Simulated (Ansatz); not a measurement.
Runs of Ansatz 0.2.0 on CoO. Symmetry: P-6m2, No. 187, hexagonal system. The conventional cell has a = 2.856 Å, b = 2.856 Å, c = 2.788 Å, α = 90.00°, β = 90.00°, γ = 120.00°. Around Co (site symmetry -6m2) lie 6 O at 2.16 Å. Around O (site symmetry -6m2) lie 6 Co at 2.16 Å. Measurements of this composition are mostly on another form, of space group No. 225.

```csv
task,level,potentials or basis,spin,U,k mesh,smearing,hubbard projectors,double counting,gap on the mesh (eV),pressure (GPa),moment (μB),V0 of scaled cells (Å³/atom),B0 (GPa),largest force (eV/Å)
equation of state,PBE,Ansatz PAW,"collinear, ferromagnetic start",-,11 × 11 × 10,fermi-dirac 0.05 eV,-,-,-,-,-,9.41,189,-
single point,PBE,Ansatz PAW,"collinear, ferromagnetic start",-,11 × 11 × 10,fermi-dirac 0.05 eV,-,-,none,-7.8,3.00,-,-,-
equation of state,PBE,Ansatz PAW soft_1,"collinear, ferromagnetic start",-,11 × 11 × 10,fermi-dirac 0.05 eV,-,-,-,-,-,9.41,189,-
single point,PBE+U,Ansatz PAW,"collinear, program default start",Co d U = 4 eV,8 × 8 × 7,gaussian 0.05 eV,ortho-atomic (the default),fll (the default),0.73,5.3,3.00,-,-,0.30
single point,PBE,Ansatz PAW,"collinear, ferromagnetic start",-,8 × 8 × 7,gaussian 0.05 eV,-,-,none,-8.0,3.00,-,-,-
single point,LDA+U,Ansatz PAW,"collinear, random start",Co d U = 7 eV,8 × 8 × 7,gaussian 0.05 eV,ortho-atomic (the default),fll (the default),(b),-6.6,3.00,-,-,0.29
single point,LDA+U,Ansatz PAW,"collinear, program default start",Co d U = 6 eV,8 × 8 × 7,gaussian 0.05 eV,ortho-atomic (the default),fll (the default),(a),-8.1,3.00,-,-,0.30
```

Alike in all rows: cell as given; cutoff (eV) 420.

Q: Fill in the values left out.

A: (a) 0.83; (b) 0.90.

Caveats: a cell with one magnetic atom can't hold antiferromagnetic order, which such compounds often take (some runs); the magnetic or orbital state may not be the lowest (some runs); odd divisions of the mesh miss points on the zone boundary, where band edges often lie, so the gap on the mesh can be too wide (some runs); the cell was scaled at fixed shape and fractional positions, which overstates the stiffness of a crystal with free parameters, most of all of layers and chains (some runs); semilocal functionals often make such compounds metallic where correlation or magnetic order opens a gap, which also shifts bond lengths (some runs); the PAW data sets come from PBE, with cores solved anew for the run's functional, which leaves a small shift of forces and pressure (some runs).

A k mesh can miss the band edges.

A gap of «none» marks a metal or a gap under the smearing width.

Not every run made on this cell is shown here.
